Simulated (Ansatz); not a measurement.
Crystal: Ti.

```
CELL_PARAMETERS angstrom
0.00000 2.03000 2.03000
2.03000 0.00000 2.03000
2.03000 2.03000 0.00000
ATOMIC_POSITIONS crystal
Ti 0.00000 0.00000 0.00000
```

This isn't the form of Ti at room conditions, which is hcp.

| Item | Value |
| --- | --- |
| Program | Ansatz 0.2.0 |
| Task | relaxation of cell and atoms |
| Functional | revPBE |
| Dispersion | D3(BJ) |
| Potentials or basis | Ansatz PAW |
| Cutoff | 420 eV (not typed: the program's choice for these potentials) |
| k mesh | 11 × 11 × 11 |
| Occupations | fermi-dirac, width 0.05 eV |
| Spin | no spin polarisation |

At the start: volume 16.73 Å³/atom.

Task: How do energy, volume and symmetry change on relaxing?

Result: It ends after 5 steps and the volume is 15.97 Å³/atom (-4.5 %); space group Fm-3m (No. 225, to 0.05 Å).

Step by step:
```csv
step,energy change (eV),largest force (eV/Å),volume (Å³)
1,0.0000,0.0000,16.73
2,-0.0065,0.0000,15.47
3,-0.0125,0.0000,16.00
4,-0.0125,0.0000,15.97
5,-0.0124,0.0000,15.97
```

Final structure:
```
Ti
1.0
     0.00000    1.99885    1.99885
     1.99885    0.00000    1.99885
     1.99885    1.99885    0.00000
Ti
1
Direct
  0.00000 0.00000 0.00000
```

Caveat: the plane-wave basis is chosen anew once the cell has moved, so the energies of steps on either side of that aren't comparable; pairwise dispersion overbinds metals, which lowers pressure and volume; the PAW data sets come from PBE, with cores solved anew for the run's functional, which leaves a small shift of forces and pressure.
